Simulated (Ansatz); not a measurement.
Fluorite SrF₂ was calculated with G0W0@PBE (hard PAW, contour deformation, complete-basis limit; Ansatz, a quantum-chemistry and plane-wave program).

Settings: largest k mesh 10×10×10 (not extrapolated in the mesh).

The cell has the measured lattice: a = 5.800 Å, b = 5.800 Å, c = 5.800 Å, α = 90.00°, β = 90.00°, γ = 90.00°.

Q: Estimate the band gap that the calculation returns.

A: 
* **band gap**: 10.65 eV

Measured, for comparison: band gap 11.1 eV (temperature not stated, no zero-point or thermal correction; as tabulated in Aguado et al. (1999), arXiv:cond-mat/9901145).

Note: cell and atoms aren't relaxed at this level; the gap holds a correction of +0.69 eV to the complete basis.

Spin–orbit coupling is not included.
